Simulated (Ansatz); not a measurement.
Reaction (formal exchange of groups at the Si–O bond): `O[SiH2][SiH2]O` + `CC[C](=O)[ZnH]` → `O[SiH2][SiH2][ZnH]` + `CCC(=O)O`

Computed with Ansatz on PBE0-D4/def2-TZVP structures; ΔE is electronic, products minus reactants. CCSD(T)/CBS is the MP2 limit (def2-TZVPP, def2-QZVPP) plus CCSD(T) − MP2 in def2-TZVPP, frozen cores. Functionals use def2-TZVPP. For Zn outer-core shells are correlated without core-valence functions, which leaves a few kJ/mol of doubt a bond. Scalar relativity is left out up to krypton. Each species was taken in one conformer, which may not be the lowest.

`O[SiH2][SiH2]O`:

Cartesian coordinates in Å:
```
O 1.378 -0.233 1.038
Si -0.274 -0.449 1.007
Si -0.717 0.402 -1.144
O 0.775 0.732 -1.772
H 1.864 -0.510 1.816
H -0.929 0.296 2.121
H -0.622 -1.888 1.190
H -1.550 1.635 -1.094
H -1.425 -0.579 -2.009
H 1.498 0.594 -1.152
```

`CC[C](=O)[ZnH]`:

```xyz
11

C    -0.844    0.646    0.875
C     0.255   -0.404    0.836
C     0.495   -0.927   -0.560
O     0.547   -2.115   -0.790
Zn    0.741    0.244   -2.171
H    -0.948    1.070    1.875
H    -1.808    0.220    0.589
H    -0.631    1.474    0.191
H     0.037   -1.249    1.496
H     1.202    0.044    1.166
H     0.955    0.996   -3.506
```

`O[SiH2][SiH2][ZnH]`:

```xyz
10

O    -1.637   -1.534   -0.261
Si   -1.176   -0.049   -0.833
Si    1.068    0.451   -0.372
Zn    1.645    0.288    1.928
H    -1.676   -1.651    0.689
H    -1.435   -0.108   -2.294
H    -2.025    1.031   -0.245
H     1.938   -0.444   -1.193
H     1.302    1.845   -0.860
H     1.995    0.171    3.440
```

`CCC(=O)O`:

```xyz
11

C    -1.151   -0.926   -0.033
C     0.252   -0.460    0.288
C     0.534    0.932   -0.198
O    -0.235    1.645   -0.782
O     1.789    1.317    0.100
H    -1.329   -0.922   -1.109
H    -1.896   -0.271    0.422
H    -1.311   -1.940    0.339
H     0.448   -0.473    1.365
H     1.009   -1.117   -0.151
H     1.890    2.216   -0.242
```

(1) Is it downhill or uphill in electronic energy at CCSD(T)/CBS, and by how much? (An estimate is asked.)

(2) What do these levels give: ωB97X-V, PBE0, HF/def2-TZVPP, SCS-MP2/def2-QZVPP, HF/CBS(def2), MP2/CBS(def2)? (An estimate is asked.)

Largest T1 diagnostic among the species: 0.016.

## Answers

(1) Ansatz gave: Downhill: ΔE = -1.7 kcal/mol.

(2) Ansatz gave: ωB97X-V -4.4, PBE0 -8.0, HF/def2-TZVPP -3.9, SCS-MP2/def2-QZVPP 0.3, HF/CBS(def2) -3.2, MP2/CBS(def2) -0.4 kcal/mol.

In def2-TZVPP, CCSD(T) changes the Hartree–Fock value by +1.4 kcal/mol (the triples alone add −0.0 kcal/mol) and MP2 by +2.6 kcal/mol. From PBE to PBE0 (25 % exact exchange), in def2-TZVPP and without D4, ΔE moves by −0.8 kcal/mol.
